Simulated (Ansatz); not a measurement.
# Ta4As5: the cost of one run

Method: DFT PBEsol, scalar-relativistic, plane waves, PAW, in Ansatz 0.2.0.

2 further runs of the same task are left out: 2 set aside as unsound or not needed. Runs told in other sessions of the task aren't counted.

## Step 1: Starting point

It takes space group I4/m (No. 87, tetragonal). The conventional cell has a = 6.826 Å, b = 6.826 Å, c = 4.254 Å, α = 90.00°, β = 90.00°, γ = 90.00°. Ta (site symmetry m) has 6 N at 2.07 to 2.21 Å in its first shell of neighbours. Around N (site symmetry 4/m) lie 4 Ta at 2.07 Å. N (site symmetry m) is surrounded by 5 Ta at 2.13 to 2.21 Å.

Coordinates:

```cif
data_structure
_symmetry_space_group_name_H-M 'I4/m'
_symmetry_Int_Tables_number 87
_cell_length_a 6.8256
_cell_length_b 6.8256
_cell_length_c 4.2538
_cell_angle_alpha 90.000
_cell_angle_beta 90.000
_cell_angle_gamma 90.000
_cell_volume 198.18
loop_
_atom_site_label
_atom_site_type_symbol
_atom_site_symmetry_multiplicity
_atom_site_Wyckoff_symbol
_atom_site_fract_x
_atom_site_fract_y
_atom_site_fract_z
_atom_site_occupancy
Ta1 Ta 8 h 0.10487 0.71562 0.50000 1
N1 N 2 b 0.00000 0.00000 0.50000 1
N2 N 8 h 0.80592 0.59183 0.50000 1
```

It goes back to an entry of the Materials Project, which need not be the stable form.

It is the result of an earlier relaxation at this level (volume 11.01 Å³/atom; gap on the mesh: none (metal)).

## Step 2: Swap N → As

The start of Ta4As5: fractional positions of relaxed Ta4N5, cell scaled by 1.150, a guess from tabulated radii.

## Step 3: Quick check of gap, pressure and forces (Ta4As5)

Contents of input.yaml:

```yaml
crystal:
  lattice:
    - [-3.9236239818, 3.9236239818, 2.4452391862]
    - [3.9236239818, -3.9236239818, 2.4452391862]
    - [3.9236239818, 3.9236239818, -2.4452391862]
  atoms:
    - { symbol: Ta, position: [0.7843847855, 0.6048724996, 0.389257285] }
    - { symbol: Ta, position: [0.3951275004, 0.7843847855, 0.1795122859] }
    - { symbol: Ta, position: [0.6048724996, 0.2156152145, 0.8204877141] }
    - { symbol: Ta, position: [0.2156152145, 0.3951275004, 0.610742715] }
    - { symbol: As, position: [0.5, 0.5, 0.0] }
    - { symbol: As, position: [0.9081725663, 0.3059167653, 0.2140893317] }
    - { symbol: As, position: [0.6940832347, 0.9081725663, 0.602255801] }
    - { symbol: As, position: [0.3059167653, 0.0918274337, 0.397744199] }
    - { symbol: As, position: [0.0918274337, 0.6940832347, 0.7859106683] }
basis:
  ecutwfc: 420
kpoints:
  mp_grid: { grid: [4, 4, 4] }
hamiltonian:
  xc: pbesol
scf:
  occupations: { method: gaussian, width: 0.1 }
output:
  forces: true
  stress: true
  eigenvalues: true
```

Started as:

```console
ansatz run input.yaml --threads 2 --pin off --max-ram 5120MiB --backend cpu --events-out ev --progress --plain --runs-dir out
```

**Question.** How long does this run take on 2 threads of AMD EPYC 9R45 (Zen 5), shared host, and how much memory does it need?

About 1.6 s, with a peak of 0.58 GiB.
